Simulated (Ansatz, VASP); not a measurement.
# One calculation of Pt, two programs

INCAR

```
SYSTEM = Pt
ALGO     = Fast           ! electronic algorithm
EDIFF    = 1E-6           ! SCF threshold, eV
ENCUT    = 520            ! plane-wave cutoff, eV
GGA      = PE             ! functional
ISIF     = 2              ! what is computed and relaxed
ISMEAR   = 0              ! smearing method
LASPH    = .TRUE.         ! aspherical terms in the spheres
LCHARG   = .TRUE.         ! write CHGCAR
LELF     = .TRUE.         ! ELF
LREAL    = .FALSE.        ! projectors in reciprocal space
LVHAR    = .TRUE.       
LWAVE    = .FALSE.        ! write WAVECAR
NBANDS   = 11             ! bands
NELM     = 60             ! most SCF steps
PREC     = Accurate       ! precision mode
SIGMA    = 0.15           ! smearing width, eV
```

Contents of KPOINTS:

```
k-points
0
G
  20 20 20
  0 0 0
```

Contents of POSCAR:

```
Pt
1.0
    0.0513948750      1.9579000000      1.9579000000
    1.9579000000      0.0513948750      1.9579000000
    2.0092948750      2.0092948750      0.0000000000
Pt
1
Direct
    0.0000000000      0.0000000000      0.0000000000
```

Input for Ansatz:

```yaml
crystal:
  lattice:
    - [0.051394875, 1.9579, 1.9579]
    - [1.9579, 0.051394875, 1.9579]
    - [2.009294875, 2.009294875, 0.0]
  atoms:
    - { symbol: Pt, position: [0.0, 0.0, 0.0] }
basis:
  ecutwfc: 420
kpoints:
  mp_grid: { grid: [20, 20, 20] }
hamiltonian:
  xc: pbe
scf:
  occupations: { method: gaussian, width: 0.15 }
output:
  forces: true
  stress: true
  eigenvalues: true
```

Change from the starting cell: strain +0.0525 x Voigt [0, 0, 0, 0, 0, 1], atoms carried along.

Alike in both runs: task single point; functional PBE; k mesh 20 × 20 × 20; occupations gaussian, width 0.15 eV; no spin polarisation.

|  | VASP | Ansatz |
| --- | --- | --- |
| version | VASP 6.6.1 | Ansatz 0.2.0 |
| potentials or method | VASP PAW PBE potentials, release 64 (Pt) | scalar-relativistic, plane waves, PAW |
| plane-wave cutoff (eV) | 520 | 420 |
| valence electrons in the cell | 10 | 18 |

```tsv
	VASP	Ansatz	Ansatz less VASP
gap on the k mesh at the Fermi level (eV)	none	none	-
pressure (GPa)	11.8	12.4	+0.56
largest component of the traceless stress (GPa)	4.83	4.83	-0.008
```

A gap of «none» marks a metal or a gap that the smearing closes. The functional is the same, so the differences come from potentials, cutoffs and numerics. The two sets of potentials don't hold the same shells in valence.

The runs have no spin-orbit coupling, so splittings on Pt are missing.
